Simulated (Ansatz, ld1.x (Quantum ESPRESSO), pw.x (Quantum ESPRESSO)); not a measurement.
**scandium: does the TM potential hold in the solid?**

scandium, norm-conserving Troullier–Martins (Kleinman–Bylander form), made with ld1.x (Quantum ESPRESSO) 7.5 (PBE, scalar-relativistic). Core [Ar], reference 3d1 4s2 4p0. Waves: 4p (bound, empty): rc 3.85 bohr; 3d (bound): rc 2.85 bohr; 4s (bound): rc 2.70 bohr. Local part: the s channel. Core correction: a·sin(br)/r model core inside 1.95 bohr.

Atomic tests: cutoffs needed: 30 Ry and 35 Ry (the cutoffs (Ry, on a coarse ladder) from which the occupation-weighted sum of valence levels, in a spherical-Bessel basis at the reference potential, stays within 10 and 1 mRy of its value at 400 Ry); ghost test: no extra level below or beside the all-electron valence levels (p, d, s, f tested) (spherical-Bessel basis up to 400 Ry, 20 bohr box); configuration tests: 1 of 7 tests not solved or not reliable.

Crystal test: diamond Sc in pw.x 7.5, no spin, 8³ k-points, Fermi–Dirac smearing 0.01 Ry, cutoffs 50/200 Ry. The reference is all-electron LAPW (Ansatz 0.2.0) with the same functional, mesh and smearing; V0 and B0 come from Birch–Murnaghan fits to the pressures at five volumes. Errors are pseudo minus all-electron; Δ is the rms difference of the E(V) curves that follow from these fits, minima aligned, over ±6 % about the mean V0. Mesh and smearing are coarse, so the numbers serve the comparison and aren't converged zero-temperature values; the lattice is a test structure that the element need not adopt.

All-electron: a0 = 6.658 Å (V0 = 36.90 Å³/atom), B0 = 7.9 GPa.

How far does the potential miss the all-electron equation of state?

mean pressure error (GPa): +1.19. The pressure does not cross zero within the volumes sampled, so no fit is given. The largest radius (3.85 bohr) exceeds half the bond length (2.72 bohr), so the spheres overlap, which is one possible source of error among others. This is a poor potential for the solid. Atomic configuration tests: 1 of 7 tests not solved or not reliable.

```tsv
V (Å³/atom)	P all-electron (GPa)	P pseudo (GPa)
35.067	0.42	1.80
35.990	0.20	1.48
36.913	-0.00	1.18
37.836	-0.19	0.90
38.759	-0.37	0.64
```

At the middle volume, how do free energy and pressure move when the wave cutoff is lowered (ecutrho kept at four times it)?

```csv
cutoff (Ry),shift of F (meV/atom),shift of P (GPa)
22,+442.7,-8.95
30,+17.7,-0.67
40,+0.8,+0.02
```

The run at the middle volume (29 k-points, 10 iterations) took about 24 s on one core of a shared host (Neoverse-V1, 32 threads, 247 GiB, load 24).
